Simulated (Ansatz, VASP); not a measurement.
**TiSi2 in VASP and in Ansatz**

File INCAR:

```
SYSTEM = TiSi2
PREC     = Accurate       ! precision mode
ENCUT    = 520            ! plane-wave cutoff, eV
EDIFF    = 1E-7           ! SCF threshold, eV
ISMEAR   = -1             ! smearing method
SIGMA    = 0.05           ! smearing width, eV
LREAL    = .False.        ! projectors in reciprocal space
LASPH    = .True.         ! aspherical terms in the spheres
NELM     = 60             ! most SCF steps
ALGO     = Normal         ! electronic algorithm
ISIF     = 2              ! what is computed and relaxed
LWAVE    = .False.        ! write WAVECAR
LCHARG   = .True.         ! write CHGCAR
GGA      = PS             ! functional
LELF     = .True.         ! ELF
LVHAR    = .True.       
NBANDS   = 29             ! bands
```

File KPOINTS:

```
regular mesh
0
Gamma
  7 7 7
  0 0 0
```

File POSCAR:

```
TiSi2
1.0
    0.0000000000      4.0898811360      4.2342869207
    2.3734744776      0.0000000000      4.2342869207
    2.3734744776      4.0898811360      0.0000000000
Ti Si
2 4
Direct
    0.7500000000      0.7500000000      0.7500000000
    0.5000000000      0.5000000000      0.5000000000
    0.4125656100      0.0874343900      0.4125656100
    0.0874343900      0.4125656100      0.0874343900
    0.1625656100      0.8374343900      0.1625656100
    0.8374343900      0.1625656100      0.8374343900
```

The input input.yaml:

```yaml
crystal:
  lattice:
    - [0.0, 4.089881136, 4.2342869207]
    - [2.3734744776, 0.0, 4.2342869207]
    - [2.3734744776, 4.089881136, 0.0]
  atoms:
    - { symbol: Ti, position: [0.75, 0.75, 0.75] }
    - { symbol: Ti, position: [0.5, 0.5, 0.5] }
    - { symbol: Si, position: [0.41256561, 0.08743439, 0.41256561] }
    - { symbol: Si, position: [0.08743439, 0.41256561, 0.08743439] }
    - { symbol: Si, position: [0.16256561, 0.83743439, 0.16256561] }
    - { symbol: Si, position: [0.83743439, 0.16256561, 0.83743439] }
kpoints:
  mp_grid: { grid: [7, 7, 7] }
scf:
  occupations: { method: fermi_dirac, width: 0.05 }
hamiltonian:
  xc: pbesol
  pseudopotentials: { kind: all_electron, lapw: { basis_error: 0.001 } }
output:
  forces: true
  stress: true
  eigenvalues: true
```

Change from the starting cell: volume scaled by 0.98.

Alike in both runs: task single point; functional PBEsol; k mesh 7 × 7 × 7; occupations fermi-dirac, width 0.05 eV; no spin polarisation.

|  | VASP | Ansatz |
| --- | --- | --- |
| version | VASP 6.6.1 | Ansatz 0.2.0 |
| potentials or method | VASP PAW PBE potentials, release 64 (Ti_sv, Si) | all-electron LAPW, scalar-relativistic |
| plane-wave cutoff (eV) | 520 | see its input |

Ansatz gave:

- gap on the k mesh at the Fermi level (eV): none
- pressure (GPa): 1.1
- largest component of the traceless stress (GPa): 1.68
- rms of the force components (eV/Å): 0.029

Task: Which values does VASP return?

Result: gap on the k mesh at the Fermi level (eV): none; pressure (GPa): 1.3; largest component of the traceless stress (GPa): 1.72; rms of the force components (eV/Å): 0.029.

Atom by atom the forces differ by 0.001 eV/Å (rms over components). A gap of «none» marks a metal or a gap that the smearing closes. Ansatz ran all-electron here, so the differences hold the error of VASP's frozen core and of both bases.

Caveats: the PAW data sets were made with another functional, which shifts forces and pressure a little (VASP).
